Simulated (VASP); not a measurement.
# Si (Fd-3m) in VASP: settings compared

The runs below take Si through elastic constants, Born charges and dielectric tensor, phonons, with LDA, PBE.

Program: VASP 6.6.1. These are calculated values, not measurements. Logs are shortened: lines on timing, memory, paths and dates and some standing lists are left out, and cuts for length are marked.

### Step 1. The structure

It takes space group Fd-3m (No. 227, cubic). Conventional cell: a = 5.444 Å, b = 5.444 Å, c = 5.444 Å, α = 90.00°, β = 90.00°, γ = 90.00°. Si (site symmetry -43m) is surrounded by 4 Si at 2.36 Å.

### Step 2. Elastic constants, LDA

Contents of POSCAR:

```
Si
1.0
    0.0000000000      2.7218511865      2.7218511865
    2.7218511865      0.0000000000      2.7218511865
    2.7218511865      2.7218511865      0.0000000000
Si
2
Direct
    0.5000000000      0.5000000000      0.5000000000
    0.7500000000      0.7500000000      0.7500000000
```

Contents of INCAR.step1:

```
SYSTEM = Si
PREC     = Accurate       ! precision mode
ENCUT    = 600            ! plane-wave cutoff, eV
EDIFF    = 1E-8           ! SCF threshold, eV
ISMEAR   = -1             ! smearing method
SIGMA    = 0.05           ! smearing width, eV
LREAL    = .False.        ! projectors in reciprocal space
LASPH    = .True.         ! aspherical terms in the spheres
NELM     = 80             ! most SCF steps
ALGO     = Normal         ! electronic algorithm
ISIF     = 3              ! what is computed and relaxed
LWAVE    = .False.        ! write WAVECAR
LCHARG   = .False.        ! write CHGCAR
GGA      = CA             ! functional
IBRION   = 2              ! ionic algorithm
NSW      = 40             ! ionic steps
EDIFFG   = -0.002         ! ionic threshold
```

Contents of INCAR.step2:

```
SYSTEM = Si
PREC     = Accurate       ! precision mode
ENCUT    = 600            ! plane-wave cutoff, eV
EDIFF    = 1E-8           ! SCF threshold, eV
ISMEAR   = -1             ! smearing method
SIGMA    = 0.05           ! smearing width, eV
LREAL    = .False.        ! projectors in reciprocal space
LASPH    = .True.         ! aspherical terms in the spheres
NELM     = 80             ! most SCF steps
ALGO     = Normal         ! electronic algorithm
ISIF     = 3              ! what is computed and relaxed
LWAVE    = .False.        ! write WAVECAR
LCHARG   = .False.        ! write CHGCAR
GGA      = CA             ! functional
IBRION   = 6              ! ionic algorithm
NFREE    = 2            
POTIM    = 0.015          ! step
NSW      = 1              ! ionic steps
```

Contents of KPOINTS:

```
Automatic mesh
0
Gamma
  6 6 6
  0 0 0
```

Potentials or basis: VASP PAW LDA potentials, release 64 (Si).

On the command line:

```sh
$ cat potpaw_LDA.64/Si/POTCAR > POTCAR
$ cp INCAR.step1 INCAR
$ mpirun -np 1 vasp_std > vasp.out
$ cp CONTCAR POSCAR
$ cp INCAR.step2 INCAR
$ mpirun -np 1 vasp_std > vasp.out
```

OUTCAR:

```text
SYSTEM = Si
   PREC = Accurate
   ENCUT = 600
   EDIFF = 1E-8
   ISMEAR = -1
   LREAL = .False.
   LASPH = .True.
   NELM = 80
   ISIF = 3
   GGA = CA
   IBRION = 6
   NFREE = 2
   POTIM = 0.015
   NSW = 1

 ion  position               nearest neighbor table
   1  0.500  0.500  0.500-   2 2.34   2 2.34   2 2.34   2 2.34
   2  0.750  0.750  0.750-   1 2.34   1 2.34   1 2.34   1 2.34

  LATTYP: Found a face centered cubic cell.
 ALAT       =     5.4044119629

  Lattice vectors:

 A1 = (   0.0000000000,   2.7022059814,   2.7022059814)
 A2 = (   2.7022059814,   0.0000000000,   2.7022059814)
 A3 = (   2.7022059814,   2.7022059814,   0.0000000000)

Analysis of symmetry for initial positions (statically):
=====================================================================
 Subroutine PRICEL returns:
 Original cell was already a primitive cell.

 Routine SETGRP: Setting up the symmetry group for a
 face centered cubic supercell.

 Subroutine GETGRP returns: Found 48 space group operations
 (whereof 24 operations were pure point group operations)
 out of a pool of 48 trial point group operations.

The static configuration has the point symmetry T_d .
 The point group associated with its full space group is O_h .

Analysis of symmetry for dynamics (positions and initial velocities):
=====================================================================
 Subroutine PRICEL returns:
 Original cell was already a primitive cell.

 Routine SETGRP: Setting up the symmetry group for a
 face centered cubic supercell.

 Subroutine GETGRP returns: Found 48 space group operations
 (whereof 24 operations were pure point group operations)
 out of a pool of 48 trial point group operations.

The dynamic configuration has the point symmetry T_d .
 The point group associated with its full space group is O_h .

[... 341 lines left out ...]
      1      -6.1320      2.00000
      2       5.8553      1.99792
      3       5.9283      1.99110
      4       6.0002      1.96305
      5       8.4113      0.00000
      6       8.4531      0.00000
      7       8.4965      0.00000
      8       9.3036      0.00000
[... 243 lines left out ...]
 k-point    24 :       0.0000    0.5000    0.1667
  band No.  band energies     occupation
      1      -3.5858      2.00000
      2      -0.7789      2.00000
      3       3.0831      2.00000
      4       4.1630      2.00000
      5       7.9144      0.00000
      6      10.0024      0.00000
      7      10.4887      0.00000
      8      12.2666      0.00000

 [... further k-points ...]
[... 5 lines left out ...]
  --------------------------------------------------------------------------------------
  -------------------------------------------------------------------------------------
  Total       -0.0011417      0.0022902      0.0022902      0.0000000     -0.1468103      0.0000000
  in kB       -0.0463525      0.0929806      0.0929806      0.0000000     -5.9604891      0.0000000
  external PRESSURE =       0.0465362 kB  Pullay stress =       0.0000000 kB
[... 17 lines left out ...]
  FREE ENERGIE OF THE ION-ELECTRON SYSTEM (eV)
  ---------------------------------------------------
  free  energy   TOTEN  =       -11.8924463833 eV

  energy  without entropy=      -11.8923078331  energy(sigma->0) =      -11.89237711

 INTERNAL STRAIN TENSORS FROM STRAINED CELLS
 ============================================

 INTERNAL STRAIN TENSOR FOR ION    1 for displacements in x,y,z  (eV/Angst):
          X           Y           Z          XY          YZ          ZX
  --------------------------------------------------------------------------------
  x    -0.00000     0.00000    -0.00000     0.00000     9.80554     0.00000
  y    -0.00000     0.00000    -0.00000     0.00000     0.00000     9.80550
  z    -0.00000     0.00000    -0.00000     9.80556     0.00000     0.00000

 INTERNAL STRAIN TENSORS FROM DISPLACED ATOMS
 ============================================

 INTERNAL STRAIN TENSOR FOR ION    1 for displacements in x,y,z  (eV/Angst):
          X           Y           Z          XY          YZ          ZX
  --------------------------------------------------------------------------------
  x    -0.00000     0.00000     0.00000     0.00000     9.79538     0.00000
  y    -0.00000     0.00000    -0.00000     0.00000     0.00000     9.79538
  z     0.00000     0.00000    -0.00000     9.79538     0.00000     0.00000

 INTERNAL STRAIN TENSOR FOR ION    2 for displacements in x,y,z  (eV/Angst):
          X           Y           Z          XY          YZ          ZX
  --------------------------------------------------------------------------------
  x     0.00000    -0.00000    -0.00000     0.00000    -9.79538     0.00000
  y     0.00000    -0.00000     0.00000     0.00000     0.00000    -9.79538
  z     0.00000     0.00000     0.00000    -9.79538     0.00000     0.00000

 Eigenvectors and eigenvalues of the dynamical matrix
 ----------------------------------------------------

   1 f  =   15.371350 THz    96.581041 2PiTHz  512.733049 cm-1    63.570767 meV
             X         Y         Z           dx          dy          dz
      2.702206  2.702206  2.702206     0.000000   -0.707107    0.000000
      4.053309  4.053309  4.053309     0.000000    0.707107    0.000000
[... 21 lines left out ...]
   6 f  =    0.000000 THz     0.000000 2PiTHz    0.000000 cm-1     0.000000 meV
             X         Y         Z           dx          dy          dz
      2.702206  2.702206  2.702206     0.000000    0.000000    0.707107
      4.053309  4.053309  4.053309     0.000000    0.000000    0.707107

--------------------------------------------------------------------------------------------------------

 ELASTIC MODULI CONTR FROM IONIC RELAXATION (kBar)
 Direction    XX          YY          ZZ          XY          YZ          ZX
 --------------------------------------------------------------------------------
 XX          -0.0000      0.0000      0.0000      0.0000      0.0000      0.0000
 YY           0.0000     -0.0000      0.0000      0.0000     -0.0000     -0.0000
 ZZ           0.0000      0.0000     -0.0000      0.0000     -0.0000      0.0000
 XY           0.0000      0.0000      0.0000   -286.9464      0.0000      0.0000
 YZ           0.0000     -0.0000     -0.0000      0.0000   -286.9464      0.0000
 ZX           0.0000     -0.0000      0.0000      0.0000      0.0000   -286.9464
 --------------------------------------------------------------------------------

 TOTAL ELASTIC MODULI (kBar)
 Direction    XX          YY          ZZ          XY          YZ          ZX
 --------------------------------------------------------------------------------
 XX        1606.6617    651.3616    651.3616     -0.0000      0.0000     -0.0000
 YY         651.3616   1606.6617    651.3616     -0.0000     -0.0000     -0.0000
 ZZ         651.3616    651.3616   1606.6617      0.0000     -0.0000      0.0000
 XY          -0.0000     -0.0000      0.0000    757.5729      0.0000      0.0000
 YZ           0.0000     -0.0000     -0.0000      0.0000    757.5729      0.0000
 ZX          -0.0000     -0.0000      0.0000      0.0000      0.0000    757.5729
 --------------------------------------------------------------------------------
```

It took 68 s on 1 thread of Intel Xeon 6975P-C (Granite Rapids), shared host; peak memory 0.17 GiB.

What came out:

| Item | Value |
| --- | --- |
| Relaxed volume | 19.73 Å³/atom |
| Relaxed cell | a = 3.821 Å, b = 3.821 Å, c = 3.821 Å, α = 60.00°, β = 60.00°, γ = 60.00° |
| Space group after relaxing (to 0.05 Å) | Fd-3m (No. 227) |
| Elastic constants C11, C12, C44 | 161, 65, 76 GPa |
| Voigt bulk modulus | 97 GPa |
| Highest phonon frequency at Γ | 513 cm⁻¹ |

The path:
```csv
step,energy change (eV),largest force (eV/Å),pressure (GPa),volume (Å³)
1,0.0000,0.0000,-2.01,40.33
2,-0.0028,0.0000,1.52,38.87
3,-0.0056,0.0000,0.00,39.46
```

Final structure:
```
Si
1.0
     0.00000    2.70221    2.70221
     2.70221    0.00000    2.70221
     2.70221    2.70221    0.00000
Si
2
Direct
  0.50000 0.50000 0.50000
  0.75000 0.75000 0.75000
```

Phonon frequencies in cm⁻¹ (negative: imaginary):
| q point | frequencies |
| --- | --- |
| (0.000, 0.000, 0.000) | 0 0 0 513 513 513 |

Elastic tensor in Voigt notation (GPa, in the Cartesian axes of the cell as first typed):
```
161  65  65   0   0   0
 65 161  65   0   0   0
 65  65 161   0   0   0
  0   0   0  76   0   0
  0   0   0   0  76   0
  0   0   0   0   0  76
```

Clamped-ion elastic tensor (GPa):
```
161  65  65   0   0   0
 65 161  65   0   0   0
 65  65 161   0   0   0
  0   0   0 104   0   0
  0   0   0   0 104   0
  0   0   0   0   0 104
```

### Step 3. Born charges and dielectric tensor, LDA

Contents of INCAR:

```
  ALGO = Normal
  EDIFF = 1E-8
  ENCUT = 520
  IBRION = 8
  ISIF = 2
  ISMEAR = -1
  LASPH = True
  LCHARG = False
  LEPSILON = True
  LREAL = False
  LWAVE = False
  NELM = 60
  PREC = Accurate
  SIGMA = 0.05
```

Contents of KPOINTS:

```
k-points
0
Gamma
  8 8 8
```

POSCAR is that of step 2.

Potentials or basis: VASP PAW LDA potentials, release 64 (Si).

On the command line:

```sh
$ cat potpaw_LDA.64/Si/POTCAR > POTCAR
$ mpirun -np 1 vasp_std > vasp.out
```

OUTCAR:

```text
EDIFF = 1E-8
   ENCUT = 520
   IBRION = 8
   ISIF = 2
   ISMEAR = -1
   LASPH = True
   LEPSILON = True
   LREAL = False
   NELM = 60
   PREC = Accurate

 ion  position               nearest neighbor table
   1  0.500  0.500  0.500-   2 2.36   2 2.36   2 2.36   2 2.36
   2  0.750  0.750  0.750-   1 2.36   1 2.36   1 2.36   1 2.36

  LATTYP: Found a face centered cubic cell.
 ALAT       =     5.4437023730

  Lattice vectors:

 A1 = (   0.0000000000,   2.7218511865,   2.7218511865)
 A2 = (   2.7218511865,   0.0000000000,   2.7218511865)
 A3 = (   2.7218511865,   2.7218511865,   0.0000000000)

Analysis of symmetry for initial positions (statically):
=====================================================================
 Subroutine PRICEL returns:
 Original cell was already a primitive cell.

 Routine SETGRP: Setting up the symmetry group for a
 face centered cubic supercell.

 Subroutine GETGRP returns: Found 48 space group operations
 (whereof 24 operations were pure point group operations)
 out of a pool of 48 trial point group operations.

The static configuration has the point symmetry T_d .
[... 557 lines left out ...]
  1X   -12.974728    0.000000    0.000000   12.974728    0.000000    0.000000
  1Y     0.000000  -12.974728    0.000000    0.000000   12.974728    0.000000
  1Z     0.000000    0.000000  -12.974728    0.000000    0.000000   12.974728
  2X    12.974728    0.000000    0.000000  -12.974728    0.000000    0.000000
  2Y     0.000000   12.974728    0.000000    0.000000  -12.974728    0.000000
  2Z     0.000000    0.000000   12.974728    0.000000    0.000000  -12.974728

 Eigenvectors and eigenvalues of the dynamical matrix
 ----------------------------------------------------

   1 f  =   15.027186 THz    94.418591 2PiTHz  501.252955 cm-1    62.147418 meV
             X         Y         Z           dx          dy          dz
      2.721851  2.721851  2.721851     0.000000   -0.707107    0.000000
      4.082777  4.082777  4.082777     0.000000    0.707107    0.000000
[... 21 lines left out ...]
   6 f  =    0.000000 THz     0.000000 2PiTHz    0.000000 cm-1     0.000000 meV
             X         Y         Z           dx          dy          dz
      2.721851  2.721851  2.721851     0.000000    0.000000    0.707107
      4.082777  4.082777  4.082777     0.000000    0.000000    0.707107

--------------------------------------------------------------------------------------------------------

 MACROSCOPIC STATIC DIELECTRIC TENSOR IONIC CONTRIBUTION
 ------------------------------------------------------
           0.000000    -0.000000    -0.000000
          -0.000000     0.000000     0.000000
          -0.000000     0.000000     0.000000
 ------------------------------------------------------

 ELASTIC MODULI CONTR FROM IONIC RELAXATION (kBar)
 Direction    XX          YY          ZZ          XY          YZ          ZX
 --------------------------------------------------------------------------------
 XX          -0.0000     -0.0000      0.0000     -0.0000      0.0000     -0.0000
 YY          -0.0000     -0.0000     -0.0000     -0.0000     -0.0000     -0.0000
 ZZ           0.0000     -0.0000     -0.0000      0.0000     -0.0000     -0.0000
 XY          -0.0000     -0.0000      0.0000   -227.4376      0.0000      0.0000
 YZ           0.0000     -0.0000     -0.0000      0.0000   -227.4376      0.0000
 ZX          -0.0000     -0.0000     -0.0000      0.0000      0.0000   -227.4376
 --------------------------------------------------------------------------------

 PIEZOELECTRIC TENSOR IONIC CONTR  for field in x, y, z        (C/m^2)
          XX          YY          ZZ          XY          YZ          ZX
  --------------------------------------------------------------------------------
  x    -0.00000     0.00000     0.00000    -0.00000     0.00000     0.00000
  y     0.00000     0.00000     0.00000     0.00000     0.00000     0.00000
  z     0.00000     0.00000    -0.00000     0.00000     0.00000     0.00000
```

OSZICAR:

```text
N       E                     dE             d eps       ncg     rms          rms(c)
DAV:   1     0.922267977504E+01    0.92227E+01   -0.33268E+03   464   0.802E+02
DAV:   2    -0.118615055805E+02   -0.21084E+02   -0.20647E+02   712   0.892E+01
DAV:   3    -0.121657708913E+02   -0.30427E+00   -0.30427E+00   632   0.137E+01
DAV:   4    -0.121669580293E+02   -0.11871E-02   -0.11871E-02   768   0.944E-01
[... 12 lines left out ...]
RMM:   8    -0.176556772728E-01   -0.28047E-06    0.85796E-08  2601   0.856E-05    0.258E-05
RMM:   9    -0.176556425952E-01    0.34678E-07    0.20641E-08  2638   0.257E-05    0.479E-06
RMM:  10    -0.176556773813E-01   -0.34786E-07   -0.98388E-09  2667   0.101E-05    0.196E-06
RMM:  11    -0.176556663368E-01    0.11045E-07   -0.91381E-09  2390   0.492E-06    0.391E-07
RMM:  12    -0.176556679792E-01   -0.16424E-08   -0.58408E-09  1460   0.291E-06    0.182E-07
 Linear response finished
```

Wall time 69 s (1 thread of Intel Xeon 6975P-C (Granite Rapids), shared host); peak memory 0.22 GiB.

What came out:

| Item | Value |
| --- | --- |
| Band gap on the k mesh | 0.53 eV, indirect (least direct gap 2.52 eV) |
| Electronic dielectric tensor (diagonal) | 14.70 |
| Born charges (mean of the diagonal) | Si +0.00 e |
| Highest phonon frequency at Γ | 501 cm⁻¹ |

Levels at points of the mesh, in eV from the valence-band top:
```csv
k point,band 1,band 2,band 3,band 4,band 5,band 6,band 7,band 8
"(0.00, 0.00, 0.00)",-11.91,0.00,0.00,0.00,2.52,2.52,2.52,3.13
"(0.50, 0.00, 0.00)",-9.59,-6.96,-1.19,-1.19,1.40,3.29,3.29,7.50
"(0.50, 0.50, 0.00)",-7.79,-7.79,-2.83,-2.83,0.62,0.62,9.92,9.92
```

Phonon frequencies in cm⁻¹ (negative: imaginary):
```csv
q point,frequencies
"(0.000, 0.000, 0.000)",0 0 0 501 501 501
```

Electronic dielectric tensor:
```
14.70  0.00  0.00
 0.00 14.70  0.00
 0.00  0.00 14.70
```

Born effective charge tensors (e):
atom 1, Si
```
0.00 0.00 0.00
0.00 0.00 0.00
0.00 0.00 0.00
```
atom 2, Si
```
0.00 0.00 0.00
0.00 0.00 0.00
0.00 0.00 0.00
```

Caveat: the gap is small at this level, which inflates the dielectric constant. As with any semilocal functional, this LDA gap is likely too small.

(Continued in part 2 of 2.)
